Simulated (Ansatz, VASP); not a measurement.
Pb in VASP and in Ansatz

```
Pb
1.0
     2.39785    0.00000    0.00000
     0.00000    2.39785    0.00000
     0.00000    0.00000    2.39785
Pb
1
Cartesian
  0.0000 0.0000 0.0000
```

Change from the starting cell: volume scaled by 0.4, crystal datasets.

Alike in both runs: task single point; functional PBE; k mesh 12 × 12 × 12; occupations fermi-dirac, width 0.05 eV; no spin polarisation.

|  | VASP | Ansatz |
| --- | --- | --- |
| version | VASP 6.6.1 | Ansatz 0.2.0 |
| potentials or method | VASP PAW PBE potentials, release 64 (Pb_d), cutoff 520 eV | all-electron PAW with datasets made for the crystal, scalar-relativistic |

|  | VASP | Ansatz | Ansatz less VASP |
| --- | --- | --- | --- |
| pressure (GPa) | 319.0 | 318.4 | -0.55 |

Ansatz ran all-electron here, so the differences hold the error of VASP's frozen core and of both bases.

Caveats: the cell as given lies far from equilibrium; so large a pressure means that the cell lies far from this level's equilibrium, or that cutoff or potentials fall short (VASP). The runs have no spin-orbit coupling, so splittings on Pb are missing.
